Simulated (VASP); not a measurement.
Wanted: the native input for a VASP 6.6.1 run.

* Task: dielectric tensor
* Functional: PBE
* Potentials or basis: VASP PAW PBE potentials, release 64 (Si, C)
* Cutoff: 800 eV
* k mesh: 12 × 12 × 6
* Occupations: gaussian, width 0.01 eV
* Spin: no spin polarisation
* Further INCAR settings: ALGO = Normal; EDIFF = 1e-08

The structure of SiC (Moissanite) lies in POSCAR:

```
SiC
1.0
    3.0760000000      0.0000000000      0.0000000000
   -1.5380000000      2.6638941420      0.0000000000
    0.0000000000      0.0000000000      5.0480000000
Si C
2 2
Direct
    0.6666666667      0.3333333333      0.5000000000
    0.3333333333      0.6666666667      0.0000000000
    0.6666666667      0.3333333333      0.8850000000
    0.3333333333      0.6666666667      0.3850000000
```

The input as run:

INCAR

```
SYSTEM = SiC
PREC = Accurate
ENCUT = 800
EDIFF = 1E-8
ISMEAR = 0
SIGMA = 0.01
LREAL = .False.
LASPH = .True.
NELM = 100
ALGO = Normal
ISIF = 2
LWAVE = .False.
LCHARG = .False.
GGA = PE
LEPSILON = .True.
```

KPOINTS

```
Automatic mesh
0
Gamma
  12 12 6
  0 0 0
```

Potentials or basis: VASP PAW PBE potentials, release 64 (Si, C).

Run with:

```bash
$ cat potpaw_PBE.64/Si/POTCAR potpaw_PBE.64/C/POTCAR > POTCAR
$ mpirun -np 1 vasp_std > vasp.out
```

Results of the run:

| Quantity | Value |
| --- | --- |
| Band gap on the k mesh | 2.32 eV, indirect (least direct gap 4.08 eV) |
| Electronic dielectric tensor (diagonal) | 6.87, 6.87, 7.44 |
| Born charges (mean of the diagonal) | Si +2.75; C -2.75 e |

Wall time 11 min on 1 thread of Intel(R) Xeon(R) Platinum 8259CL CPU @ 2.50GHz (Skylake/Cascade Lake), with other jobs on the host, peak memory 0.6 GiB.
